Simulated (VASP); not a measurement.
WC (Qusongite), 2 atoms in the cell. The structure is hexagonal, space group P-6m2 (No. 187). The conventional cell has a = 2.907 Å, b = 2.907 Å, c = 2.837 Å, α = 90.00°, β = 90.00°, γ = 120.00°. W (site symmetry -6m2) is surrounded by 6 C at 2.20 Å. C (site symmetry -6m2) has 6 W at 2.20 Å as nearest neighbours. 

| Item | Value |
| --- | --- |
| Program | VASP 6.6.1 |
| Task | single point |
| Functional | PBE |
| Potentials or basis | VASP PAW PBE potentials, release 64 (W_sv, C) |
| Cutoff | 520 eV |
| k mesh | 10 × 10 × 9 |
| Occupations | gaussian, width 0.028 eV |
| Spin | no spin polarisation |
| Further INCAR settings | ALGO = Fast; EDIFF = 1e-06; NBANDS = 16 |

Potentials or basis: VASP PAW PBE potentials, release 64 (W_sv, C).

Launch:

```sh
$ cat potpaw_PBE.64/W_sv/POTCAR potpaw_PBE.64/C/POTCAR > POTCAR
$ mpirun -np 1 vasp_std > vasp.out
```

Hardware: 1 thread of Intel(R) Xeon(R) 6975P-C (Granite Rapids), on a shared host.

Q: How long does it take, and how much memory?

A: Run time: 8.5 s on 1 thread of Intel(R) Xeon(R) 6975P-C (Granite Rapids), on a shared host, peak memory 0.15 GiB. Counts: scf iterations 13, k points 70.
